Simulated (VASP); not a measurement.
# Ga11P12 (a cell with a defect) in VASP: further runs, part 2 of 2

VASP 6.6.1. Earlier steps stand in the parts before.

## (4) Single point, PBEsol

INCAR reads:

```
ALGO = Normal
EDIFF = 1E-5
ENCUT = 350
GGA = PS
ISIF = 2
ISMEAR = 0
KPAR = 2
LASPH = True
LCHARG = False
LORBIT = 11
LREAL = Auto
LWAVE = False
NELM = 120
PREC = Accurate
SIGMA = 0.03
```

KPOINTS reads:

```
k-points
0
Gamma
  2 2 2
```

POSCAR reads:

```
Ga11P12
1.0
    0.0000000000      8.1757500000      8.1757500000
    5.4505000000      0.0000000000      5.4505000000
    5.4505000000      5.4505000000      0.0000000000
Ga P
11 12
Direct
    0.0000000000      0.0000000000      0.5000000000
    0.0000000000      0.5000000000      0.0000000000
    0.0000000000      0.5000000000      0.5000000000
    0.3333330000      0.0000000000      0.0000000000
    0.3333330000      0.0000000000      0.5000000000
    0.3333330000      0.5000000000      0.0000000000
    0.3333330000      0.5000000000      0.5000000000
    0.6666670000      0.0000000000      0.0000000000
    0.6666670000      0.0000000000      0.5000000000
    0.6666670000      0.5000000000      0.0000000000
    0.6666670000      0.5000000000      0.5000000000
    0.0833333333      0.1250000000      0.1250000000
    0.0833333333      0.1250000000      0.6250000000
    0.0833333333      0.6250000000      0.1250000000
    0.0833333333      0.6250000000      0.6250000000
    0.4166663333      0.1250000000      0.1250000000
    0.4166663333      0.1250000000      0.6250000000
    0.4166663333      0.6250000000      0.1250000000
    0.4166663333      0.6250000000      0.6250000000
    0.7500003333      0.1250000000      0.1250000000
    0.7500003333      0.1250000000      0.6250000000
    0.7500003333      0.6250000000      0.1250000000
    0.7500003333      0.6250000000      0.6250000000
```

Potentials or basis: VASP PAW PBE potentials, release 64 (Ga_d, P).

The run is started by

```sh
> cat potpaw_PBE.64/Ga_d/POTCAR potpaw_PBE.64/P/POTCAR > POTCAR
> mpirun -np 4 vasp_std > vasp.out
```

OUTCAR:

```text
EDIFF = 1E-5
   ENCUT = 350
   GGA = PS
   ISIF = 2
   ISMEAR = 0
   LASPH = True
   LORBIT = 11
   LREAL = Auto
   NELM = 120
   PREC = Accurate

 ion  position               nearest neighbor table
   1  0.000  0.000  0.500-  21 2.36  13 2.36  15 2.36  12 2.36
   2  0.000  0.500  0.000-  22 2.36  14 2.36  15 2.36  12 2.36
   3  0.000  0.500  0.500-  23 2.36  15 2.36  13 2.36  14 2.36
   4  0.333  0.000  0.000-  12 2.36  16 2.36  17 2.36  18 2.36
   5  0.333  0.000  0.500-  13 2.36  17 2.36  16 2.36  19 2.36
   6  0.333  0.500  0.000-  14 2.36  18 2.36  16 2.36  19 2.36
   7  0.333  0.500  0.500-  15 2.36  19 2.36  18 2.36  17 2.36
   8  0.667  0.000  0.000-  20 2.36  21 2.36  22 2.36  16 2.36
   9  0.667  0.000  0.500-  21 2.36  20 2.36  23 2.36  17 2.36
  10  0.667  0.500  0.000-  22 2.36  20 2.36  23 2.36  18 2.36
[... 946 lines left out ...]

 POSITION                                       TOTAL-FORCE (eV/Angst)
 -----------------------------------------------------------------------------------
      2.72525      2.72525      0.00000         0.062191     -0.034505     -0.047397
      2.72525      0.00000      2.72525         0.062191     -0.047397     -0.034505
      5.45050      2.72525      2.72525         0.023287     -0.057278     -0.057278
      0.00000      2.72525      2.72525         0.111194     -0.160377     -0.160377
      2.72525      5.45050      2.72525         0.171777     -0.123776     -0.146706
      2.72525      2.72525      5.45050         0.171777     -0.146706     -0.123776
[... 15 lines left out ...]
      4.08787      6.81313      9.53838        -0.015297     -0.048677     -0.003047
      6.81312      9.53838      9.53838         0.039807      0.012748      0.012748
 -----------------------------------------------------------------------------------
    total drift:                               -0.000280      0.000649      0.000654

  FREE ENERGIE OF THE ION-ELECTRON SYSTEM (eV)
  ---------------------------------------------------
  free  energy   TOTEN  =      -110.8094168900 eV

  energy  without entropy=     -110.8041364465  energy(sigma->0) =     -110.80677667

 total charge

# of ion       s       p       d       tot
------------------------------------------
    1        0.866   0.849  10.007  11.721
    2        0.866   0.849  10.007  11.721
    3        0.864   0.850  10.007  11.721
    4        0.867   0.858  10.006  11.731
    5        0.861   0.858  10.007  11.726
    6        0.861   0.858  10.007  11.726
[... 15 lines left out ...]
   22        1.014   1.513   0.000   2.527
   23        1.013   1.516   0.000   2.528
--------------------------------------------------
tot         21.842  27.060 110.091 158.993
```

OSZICAR:

```text
N       E                     dE             d eps       ncg     rms          rms(c)
DAV:   1     0.196628991901E+04    0.19663E+04   -0.67266E+04  1512   0.190E+03
DAV:   2     0.292096922372E+03   -0.16742E+04   -0.16235E+04  1568   0.549E+02
DAV:   3    -0.760530998289E+02   -0.36815E+03   -0.34631E+03  1776   0.187E+02
DAV:   4    -0.111461255729E+03   -0.35408E+02   -0.34629E+02  1800   0.568E+01
DAV:   5    -0.113754123447E+03   -0.22929E+01   -0.22813E+01  2184   0.149E+01    0.137E+01
DAV:   6    -0.111187644741E+03    0.25665E+01   -0.59811E+00  2184   0.170E+01    0.827E+00
DAV:   7    -0.110957827305E+03    0.22982E+00   -0.37580E+00  1920   0.864E+00    0.419E+00
DAV:   8    -0.110822129268E+03    0.13570E+00   -0.80038E-01  1664   0.522E+00    0.170E+00
DAV:   9    -0.110811034522E+03    0.11095E-01   -0.39522E-01  1784   0.380E+00    0.668E-01
DAV:  10    -0.110809080712E+03    0.19538E-02   -0.10797E-01  1656   0.164E+00    0.366E-01
DAV:  11    -0.110809189483E+03   -0.10877E-03   -0.14611E-02  1864   0.102E+00    0.236E-01
DAV:  12    -0.110809222286E+03   -0.32803E-04   -0.25801E-03  1896   0.577E-01    0.114E-01
DAV:  13    -0.110809340763E+03   -0.11848E-03   -0.14331E-03  1696   0.267E-01    0.444E-02
DAV:  14    -0.110809398659E+03   -0.57896E-04   -0.56209E-04  2096   0.212E-01    0.399E-02
DAV:  15    -0.110809408599E+03   -0.99405E-05   -0.12440E-04  1768   0.126E-01    0.250E-02
DAV:  16    -0.110809419654E+03   -0.11055E-04   -0.62009E-05  1440   0.554E-02    0.122E-02
DAV:  17    -0.110809416890E+03    0.27643E-05   -0.22416E-05  1080   0.520E-02
   1 F= -.11080942E+03 E0= -.11080678E+03  d E =-.528044E-02
```

stdout:

```text
POSCAR found type information on POSCAR GaP
 POSCAR found :  2 types and      23 ions
 scaLAPACK will be used
 -----------------------------------------------------------------------------
|                                                                             |
|                                                                             |
|     You enforced a specific xc type in the INCAR file but a different       |
|     I HOPE YOU KNOW WHAT YOU ARE DOING!                                     |
|                                                                             |
 -----------------------------------------------------------------------------

 LDA part: xc-table for (Slater+PW92), standard interpolation
 POSCAR, INCAR and KPOINTS ok, starting setup
 FFT: planning ... GRIDC
 FFT: planning ... GRID_SOFT
 FFT: planning ... GRID
 WAVECAR not read
 entering main loop
```

Run time: 78 s. Hardware: 4 MPI ranks of Intel Xeon Platinum 8488C (Sapphire Rapids), shared host; peak memory 0.33 GiB.

Results:

| Property | Result |
| --- | --- |
| Free energy | -110.8094 eV |
| Pressure | -1.6 GPa |
| Largest force | 0.423 eV/Å |
| Band gap on the k mesh | none (metal or under the smearing width) |
| Valence electrons inside the program's atomic spheres | Ga 11.72, 11.73; P 2.45, 2.52, 2.51, 2.53, 2.47 |

Forces on the atoms (eV/Å):
```
Ga   0.062 -0.035 -0.047
Ga   0.062 -0.047 -0.035
Ga   0.023 -0.057 -0.057
Ga   0.111 -0.160 -0.160
Ga   0.172 -0.124 -0.147
Ga   0.172 -0.147 -0.124
Ga   0.001 -0.024 -0.024
Ga   0.195  0.265  0.265
Ga  -0.245 -0.191  0.242
Ga  -0.245  0.242 -0.191
Ga  -0.033  0.034  0.034
P   -0.161  0.003  0.003
P    0.016  0.145  0.043
P    0.016  0.043  0.145
P   -0.007  0.006  0.006
P   -0.095  0.020  0.020
P    0.051  0.017 -0.035
P    0.051 -0.035  0.017
P   -0.062  0.030  0.030
P   -0.094  0.054  0.054
P   -0.015 -0.003 -0.049
P   -0.015 -0.049 -0.003
P    0.040  0.013  0.013
```

Levels at points of the mesh, in eV from the Fermi level:
```
           k point  band 98  band 99  band 100  band 101  band 102  band 103  band 104  band 105
(0.00, 0.00, 0.00)    -0.67    -0.34     -0.33      0.32      0.37      0.38      1.59      1.63
(0.50, 0.00, 0.00)    -0.84    -0.49     -0.30     -0.30      0.25      0.26      1.54      1.62
(0.00, 0.50, 0.00)    -1.04    -0.85     -0.69     -0.68      0.05      0.13      2.06      2.17
(0.50, 0.00, 0.50)    -1.20    -1.10     -1.07     -0.81     -0.28      0.02      2.34      2.35
(0.00, 0.50, 0.50)    -1.22    -1.11     -1.07     -0.65     -0.08      0.11      2.14      2.24
(0.50, 0.50, 0.50)    -1.09    -1.07     -0.89     -0.70     -0.11      0.00      2.29      2.47
```

Caveat: the k mesh is coarse (spacing up to 0.50 Å⁻¹), so the values aren't converged; the cutoff is under 1.25 times the usual one of these potentials, so pressure, stress and relaxed cells hold a basis-set (Pulay) error; the PAW data sets were made with another functional, which shifts forces and pressure a little.

## (5) Single point, PBEsol, collinear spin, ferromagnetic start

INCAR reads:

```
ALGO = All
EDIFF = 1E-5
ENCUT = 350
GGA = PS
ISIF = 2
ISMEAR = 0
ISPIN = 2
ISYM = 0
KPAR = 2
LASPH = True
LCHARG = False
LORBIT = 11
LREAL = Auto
LWAVE = False
MAGMOM = 0 0 0 0 0 0 0 0 0 0 0 0.75 0.75 0.75 0 0 0 0 0 0.75 0 0 0
NELM = 120
PREC = Accurate
SIGMA = 0.03
```

KPOINTS is that of step 4.

POSCAR is that of step 4.

The run is started by

```sh
> cat potpaw_PBE.64/Ga_d/POTCAR potpaw_PBE.64/P/POTCAR > POTCAR
> mpirun -np 4 vasp_std > vasp.out
```

It took 5.8 min on 4 MPI ranks of Intel Xeon Platinum 8488C (Sapphire Rapids), shared host; peak memory 0.7 GiB.

Results (log left out):

| Item | Value |
| --- | --- |
| Free energy | -110.8135 eV |
| Pressure | -1.6 GPa |
| Largest force | 0.422 eV/Å |
| Band gap on the k mesh | none (metal or under the smearing width) |
| Net moment | 0.26 μB per cell |
| Site moments | Ga +0.00, -0.00; P +0.03, +0.05, -0.00, +0.00 μB |
| Valence electrons inside the program's atomic spheres | Ga 11.72, 11.73; P 2.45, 2.52, 2.51, 2.53, 2.47 |

Forces in eV/Å, atoms in the order of the input:
```
Ga   0.057 -0.037 -0.037
Ga   0.057 -0.037 -0.037
Ga   0.036 -0.058 -0.057
Ga   0.119 -0.163 -0.163
Ga   0.171 -0.122 -0.148
Ga   0.171 -0.148 -0.122
Ga   0.004 -0.025 -0.025
Ga   0.191  0.266  0.266
Ga  -0.245 -0.190  0.243
Ga  -0.245  0.243 -0.190
Ga  -0.032  0.035  0.035
P   -0.150  0.000  0.000
P    0.007  0.147  0.035
P    0.007  0.035  0.147
P   -0.003  0.005  0.005
P   -0.096  0.017  0.017
P    0.051  0.016 -0.037
P    0.051 -0.037  0.016
P   -0.059  0.029  0.029
P   -0.094  0.056  0.056
P   -0.016  0.001 -0.048
P   -0.016 -0.048  0.001
P    0.036  0.014  0.014
```

Stress tensor (GPa, compression positive):
```
-1.56 -0.01 -0.01
-0.01 -1.64 -0.16
-0.01 -0.16 -1.64
```

Levels at points of the mesh, in eV from the Fermi level:
Spin up:
| k point | band 98 | band 99 | band 100 | band 101 | band 102 | band 103 | band 104 | band 105 |
| --- | --- | --- | --- | --- | --- | --- | --- | --- |
| (0.00, 0.00, 0.00) | -0.64 | -0.32 | -0.32 | 0.33 | 0.35 | 0.39 | 1.62 | 1.66 |
| (0.50, 0.00, 0.00) | -0.82 | -0.46 | -0.27 | -0.26 | 0.23 | 0.24 | 1.58 | 1.65 |
| (0.00, 0.50, 0.00) | -1.02 | -0.85 | -0.66 | -0.66 | 0.04 | 0.14 | 2.09 | 2.20 |
| (0.00, 0.00, 0.50) | -1.02 | -0.85 | -0.66 | -0.66 | 0.04 | 0.14 | 2.09 | 2.20 |
| (0.50, 0.00, 0.50) | -1.19 | -1.08 | -1.06 | -0.78 | -0.26 | 0.00 | 2.37 | 2.38 |
| (0.50, 0.50, 0.00) | -1.19 | -1.08 | -1.06 | -0.78 | -0.26 | 0.00 | 2.37 | 2.38 |
| (0.00, 0.50, 0.50) | -1.19 | -1.09 | -1.05 | -0.62 | -0.07 | 0.08 | 2.17 | 2.27 |
| (0.50, 0.50, 0.50) | -1.09 | -1.04 | -0.86 | -0.68 | -0.09 | -0.04 | 2.32 | 2.50 |
Spin down:
```csv
k point,band 98,band 99,band 100,band 101,band 102,band 103,band 104,band 105
"(0.00, 0.00, 0.00)",-0.63,-0.29,-0.29,0.36,0.45,0.46,1.63,1.67
"(0.50, 0.00, 0.00)",-0.80,-0.45,-0.27,-0.26,0.33,0.36,1.58,1.66
"(0.00, 0.50, 0.00)",-1.00,-0.78,-0.65,-0.65,0.12,0.18,2.09,2.21
"(0.00, 0.00, 0.50)",-1.00,-0.78,-0.65,-0.65,0.12,0.18,2.09,2.21
"(0.50, 0.00, 0.50)",-1.15,-1.07,-1.01,-0.77,-0.23,0.11,2.38,2.39
"(0.50, 0.50, 0.00)",-1.15,-1.07,-1.01,-0.77,-0.23,0.11,2.38,2.39
"(0.00, 0.50, 0.50)",-1.18,-1.05,-1.03,-0.61,-0.04,0.20,2.18,2.27
"(0.50, 0.50, 0.50)",-1.04,-1.02,-0.85,-0.66,-0.07,0.10,2.33,2.50
```

Caveat: the k mesh is coarse (spacing up to 0.50 Å⁻¹), so the values aren't converged; the cutoff is under 1.25 times the usual one of these potentials, so pressure, stress and relaxed cells hold a basis-set (Pulay) error; the PAW data sets were made with another functional, which shifts forces and pressure a little.
